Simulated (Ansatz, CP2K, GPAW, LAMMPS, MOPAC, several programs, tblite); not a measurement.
# Si: cheap methods against density-functional theory

Aim: run Si through methods of unlike cost and see what each gets, and at what price.

Computed with LAMMPS, MOPAC, CP2K, tblite, Ansatz, GPAW (versions at each run) (no spin polarisation, static lattice; gaps from single points on the cell relaxed beforehand with r²SCAN, unless a step's input says otherwise).

9 further runs of the same task are left out: 9 set aside as unsound or not needed.

**1. The starting structure**

The structure is hexagonal, space group P6_3/mmc (No. 194). The conventional cell has a = 3.840 Å, b = 3.840 Å, c = 12.624 Å, α = 90.00°, β = 90.00°, γ = 120.00°. Around Si (site symmetry 3m) lie 4 Si at 2.35 Å. Si (site symmetry 3m) has 4 Si at 2.35 to 2.38 Å as nearest neighbours.

As a file:

```
Si
1.0
     3.84017    0.00000    0.00000
    -1.92009    3.32569    0.00000
     0.00000    0.00000   12.62367
Si
8
Direct
  0.00000 0.00000 0.00055
  0.33333 0.66667 0.24967
  0.00000 0.00000 0.50055
  0.66667 0.33333 0.74967
  0.00000 0.00000 0.18695
  0.33333 0.66667 0.43783
  0.00000 0.00000 0.68695
  0.66667 0.33333 0.93783
```

The structure type (4H polytype) is imposed and need not be the compound's stable one.

**Question.** The methods are Si.edip, Si.sw, Si.tersoff, SiC_Erhart-Albe.tersoff, PM6, PM7, DFTB, GFN1-xTB (tblite), GFN2-xTB (tblite), PBE/DZVP, PBE/SZV, coarse PBE, GLLB-SC, PBE, r2SCAN. What gap does r2SCAN give on this cell, and which other methods (full PBE left aside) come nearest to r2SCAN and farthest in gap, volume and bulk modulus?

| quantity | value |
| --- | --- |
| r2SCAN | gap 0.76 eV, 20.15 Å³/atom, B₀ 97 GPa |
| gap: nearest and farthest of the other methods | PBE/DZVP (-0.13 eV), PM7 (+5.82 eV) |
| volume: nearest and farthest of the other methods | Si.edip, Si.sw, Si.tersoff, SiC_Erhart-Albe.tersoff (about 0.7 % off); GFN1-xTB (tblite) (+10.3 %) |
| bulk modulus: nearest and farthest of the other methods | Si.tersoff, SiC_Erhart-Albe.tersoff (about 1 % off); PM7 (+92 %) |

For the gap, of the 9 methods compared (full PBE left aside), PBE/DZVP comes nearest to r2SCAN and PM7 is farthest. For the volume (full PBE left aside), Si.edip, Si.sw, Si.tersoff, SiC_Erhart-Albe.tersoff tie for nearest to r2SCAN; GFN1-xTB (tblite) is farthest. For the bulk modulus (full PBE left aside), Si.tersoff, SiC_Erhart-Albe.tersoff tie for nearest to r2SCAN; PM7 is farthest. Classical potentials are fitted to lattice constants of common crystals, so a close volume there is built in, not predicted. A minimal basis or a coarse cutoff and mesh shifts results by its own error, so closeness to r2SCAN can be chance. Cluster runs see only the k-points that fold onto the zone centre, so their gaps can miss the band edges. GLLB-SC is compared with its derivative discontinuity added. No volume is given for PM6, DFTB, which can hide a larger miss. CPU times run from 0.11 s (Si.tersoff) to 3 min (PM6). On this cell PM6, GLLB-SC cost more than r2SCAN itself (23 s), so they are no saving here. A cluster method computes far more atoms than the primitive cell, so on a small crystal it can cost more than plane waves. r2SCAN is a yardstick, not the truth: it usually gives gaps below the measured ones.
